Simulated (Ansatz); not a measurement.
A run of Ansatz 0.2.0 is set up as follows.

The input input.yaml:

```yaml
crystal:
  lattice:
    - [1.990968, -2.15355, 0.0]
    - [1.990968, 2.15355, 0.0]
    - [0.0, 0.0, 5.155928]
  atoms:
    - { symbol: Cu, position: [0.5, 0.0, 0.0] }
    - { symbol: Cu, position: [0.0, 0.5, 0.5] }
    - { symbol: O, position: [0.5, 0.5, 0.25] }
    - { symbol: O, position: [0.5, 0.5, 0.75] }
kpoints:
  mp_grid: { grid: [7, 7, 4] }
scf:
  occupations: { method: fermi_dirac, width: 0.05 }
hamiltonian:
  xc: lda
  pseudopotentials: { kind: all_electron, lapw: { basis_error: 0.002 } }
output:
  forces: true
  stress: true
relax:
  f_tol: 0.02
  max_steps: 60
  cell: {}
```

Potentials or basis: all-electron LAPW, scalar-relativistic.

Launch:

```console
$ ansatz run input.yaml --threads 2 --pin off --max-ram 6144MiB --backend cpu --events-out ev --progress --plain --runs-dir out
```

Task: Estimate the relaxed volume.

Result: 10.28 Å³/atom.

Task: Estimate the space group after relaxing (to 0.05 Å).

Result: P4_2/mmc (No. 131).

Final structure:
```
CELL_PARAMETERS angstrom
2.01271 -2.02348 0.00000
2.01271 2.02348 0.00000
0.00000 0.00000 5.04739
ATOMIC_POSITIONS crystal
Cu 0.50000 0.00000 0.00000
Cu 0.00000 0.50000 0.50000
O 0.50000 0.50000 0.25000
O 0.50000 0.50000 0.75000
```

Caveat: the run has no spin polarisation, though such a crystal can be magnetic.
